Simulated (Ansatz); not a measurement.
The reference is LaAlO₃ in the cubic perovskite structure (space group Pm-3m, No. 221; a = 3.787 Å).

The values are results of DFT with r2SCAN, PAW potentials and a 500 eV plane-wave cutoff in Ansatz (a program for electronic structure), without spin-orbit coupling, not measurements.

Carriers are added at fixed cell with a uniform background; the Fermi–Dirac width is that of 300 K.

One change was made to it. Results:

The gap between the host's bands goes up by 0.15 eV, from 4.02 eV to 4.17 eV; the Fermi level relative to the doped band's edge (positive inside the band; to 0.05 eV) comes out as +1.05 eV; the gap character remains indirect, R → Γ.

### Question
Name the change that was made.
A. electrons 5.0×10^21 cm⁻³
B. holes 2.0×10^22 cm⁻³
C. electrons 7.0×10^21 cm⁻³
D. holes 7.0×10^21 cm⁻³
E. electrons 2.0×10^22 cm⁻³

### Answer
C, electrons 7.0×10^21 cm⁻³. For comparison, the gap between the host's bands in the other runs: electrons 2.0×10^22 cm⁻³ gives 4.42 eV; holes 7.0×10^21 cm⁻³ gives 4.33 eV; electrons 5.0×10^21 cm⁻³ gives 4.12 eV; holes 2.0×10^22 cm⁻³ gives 4.96 eV.

Charged cell with a jellium background: band edges are those of the host's band count, energies are not comparable with the neutral cell, and many-body gap narrowing is missing. Whether these cells are dynamically stable was not tested. Many cubic perovskites are stable only at high temperature; tilts and polar distortions were not tested.
